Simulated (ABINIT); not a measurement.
Input of an ABINIT 10.8.3 (patched build) run:

The input run.abi:

```
# Pseudopotentials
pp_dirpath "./"
pseudos "Sn.upf, Se.upf"

# Structure
acell 3*1.0
rprim
     7.2017462609     0.0000000000     0.0000000000
    -3.6008731305     6.2368952135     0.0000000000
     0.0000000000     0.0000000000    11.5953595007
ntypat 2
znucl 50 34
natom 3
typat 1 2 2
xred
     0.0000000000     0.0000000000     0.0000000000
     0.6666666667     0.3333333333     0.7510000000
     0.3333333333     0.6666666667     0.2490000000

# Plane-wave basis
ecut 39.0

# k points
kptopt 1
ngkpt 6 6 4
nshiftk 1
shiftk 0.0 0.0 0.0

# Exchange and correlation
ixc 11

# Bands and occupations
nband 28
occopt 3
tsmear 0.05 eV

# SCF cycle
nstep 100
tolvrs 1.0e-10

# Output
iomode 3
prtwf 0
prtden 0
prteig 0
prtebands 0
enunit 1
prtvol 2
```

Potentials or basis: PseudoDojo NC SR PBE v0.4.1 standard.

Launch:

```console
$ abinit run.abi > log 2>&1
```

**Question.** Estimate the band gap on the k mesh.

**Answer.** 0.80 eV, indirect (least direct gap 1.06 eV).

**Question.** Predict the pressure.

**Answer.** 5.4 GPa.

**Question.** Predict the largest force.

**Answer.** 0.809 eV/Å.

Forces in eV/Å, atoms in the order of the input:
```
Sn   0.000  0.000  0.000
Se   0.000  0.000 -0.809
Se   0.000  0.000  0.809
```

Caveat: spin-orbit coupling is left out, which moves the levels of the heavy elements; this functional lacks dispersion, which binds the layers, so the pressure and a relaxed spacing across them are unreliable. A k mesh can miss the band edges.
